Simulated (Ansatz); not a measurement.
# Two inputs for AlN

This input was run with Ansatz:

```yaml
crystal:
  lattice:
    - [3.11, 0.0, 0.0]
    - [-1.555, 2.6933390058, 0.0]
    - [0.0, 0.0, 4.98]
  atoms:
    - { symbol: Al, position: [0.6666666667, 0.3333333333, 0.0] }
    - { symbol: Al, position: [0.3333333333, 0.6666666667, 0.5] }
    - { symbol: "N", position: [0.6666666667, 0.3333333333, 0.382] }
    - { symbol: "N", position: [0.3333333333, 0.6666666667, 0.882] }
kpoints:
  mp_grid: { grid: [11, 11, 6] }
scf:
  occupations: { method: fermi_dirac, width: 0.02 }
  n_extra_bands: 1
  eigensolver: { kind: davidson }
hamiltonian:
  xc: pbe
  pseudopotentials: { kind: paw }
output:
  forces: true
  stress: true
  populations: true
  efg:
    quadrupole_moments_barn: { Al: 0.1466, "N": 0.02044 }
    contact_densities: true
basis:
  ecutwfc: "29.4 Ry"
  precision: f64
```

```sh
ansatz run input.yaml --threads 1 --pin off --max-ram 3072MiB --backend cpu --events-out ev --progress --plain --runs-dir out
```

It converged. Of its output the block on the nuclei alone is shown, without the SCF iterations, energies, forces and stress (one atom of each set):

```
--- PAW observables at the nuclei: V_zz in 10²¹ V/m², potentials from the cell's mean, atoms counted from 1 ---
  atom   1  Al V_zz =    +0.505763   η = 0.0000   by run symmetry: allowed   C_q = +1.7928 MHz
            electrostatic potential = -1231.336438 V   contact ρ = 10081.566025 e/Å³
  atom   3  N  V_zz =    -0.002054   η = 0.0000   by run symmetry: allowed   C_q = -0.0010 MHz
            electrostatic potential = -516.687853 V   contact ρ = 1412.640303 e/Å³
```

(1) Can these gradients be trusted, and how do they compare with a run on standard settings?

## Answers

(1) They agree with the standard run. Against the standard input the change is `scf.n_extra_bands`: not typed → 1; `basis.ecutwfc`: not typed → 29.4 Ry; `scf.eigensolver.kind`: not typed → davidson; `basis.precision`: not typed → f64. A site carries the number of its first atom; V_zz in 10²¹ V/m².

```
site  atom  V_zz standard  η standard  V_zz here  η here
  Al     1           0.51        0.00       0.51    0.00
```

All printed values agree. Sites with |V_zz| of 0.02 or less aren't listed. SCF iterations: 6 and 6. New warnings: cutoff below recommended. In the changed run the cutoff of 400 eV lies below the one recommended for these PAW files, yet the gradients stay close to the reference.
